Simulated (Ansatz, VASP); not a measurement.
Rh in VASP and in Ansatz

```
CELL_PARAMETERS angstrom
0.00000 1.89000 1.89000
1.89000 0.00000 1.89000
1.89000 1.89000 0.00000
ATOMIC_POSITIONS crystal
Rh 0.00000 0.00000 0.00000
```

Alike in both runs: functional PBEsol; k mesh 18 × 18 × 18; occupations gaussian, width 0.1 eV; no spin polarisation.

Ansatz relaxed the structure, and its values are those at the end. VASP's run is a single point on that final structure, the one shown.

```csv
,VASP,Ansatz
version,VASP 6.6.1,Ansatz 0.2.0
potentials or method,"VASP PAW PBE potentials, release 64 (Rh_pv)","scalar-relativistic, plane waves, PAW"
plane-wave cutoff (eV),520,420
valence electrons in the cell,15,17
```

```tsv
	VASP	Ansatz	Ansatz less VASP
gap on the k mesh at the Fermi level (eV)	none	none	-
pressure (GPa)	-0.1	0.0	+0.09
```

A gap of «none» marks a metal or a gap that the smearing closes. The two sets of potentials don't hold the same shells in valence.

Caveats: the PAW data sets were made with another functional, which shifts forces and pressure a little (VASP).
